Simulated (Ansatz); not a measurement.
The system is AlNi3.

```
Ni Al
1.0
     3.52305    0.00000    0.00000
     0.00000    3.52305    0.00000
     0.00000    0.00000    3.52305
Ni Al
3 1
Direct
  0.50000 0.50000 0.00000
  0.50000 0.00000 0.50000
  0.00000 0.50000 0.50000
  0.00000 0.00000 0.00000
```

The cell is a database's computed one.

```yaml
Program: Ansatz 0.2.0
Task: relaxation of cell and atoms
Functional: RPBE
Potentials_or_basis: all-electron LAPW, scalar-relativistic
Basis_error_allowed: 0.002 eV/atom
k_mesh: 6 × 6 × 6
Occupations: fermi-dirac, width 0.05 eV
Spin: collinear spin, ferromagnetic start
Starting_moments: "[1.0, 1.0, 1.0, 0.0] μB"
```

At the start: volume 10.93 Å³/atom.

Problem. How do energy, volume and symmetry change on relaxing?

Solution. Over 5 steps the energy falls by 26.0 meV/atom and the volume is 11.65 Å³/atom (+6.5 %); space group Pm-3m (No. 221, to 0.05 Å); moment 0.74 μB per cell.

Step by step:
| step | energy change (eV) | largest force (eV/Å) | volume (Å³) |
| --- | --- | --- | --- |
| 1 | 0.0000 | 0.0000 | 43.73 |
| 2 | -0.0783 | 0.0000 | 45.13 |
| 3 | -0.1035 | 0.0000 | 46.44 |
| 4 | -0.1038 | 0.0000 | 46.59 |
| 5 | -0.1038 | 0.0000 | 46.59 |

Final structure:
```
Ni Al
1.0
     3.59821    0.00000    0.00000
     0.00000    3.59821    0.00000
     0.00000    0.00000    3.59821
Ni Al
3 1
Direct
  0.50000 0.50000 0.00000
  0.50000 0.00000 0.50000
  0.00000 0.50000 0.50000
  0.00000 0.00000 0.00000
```

Caveat: the k mesh is thin for a metal, which can move the energy by tens of meV per atom.
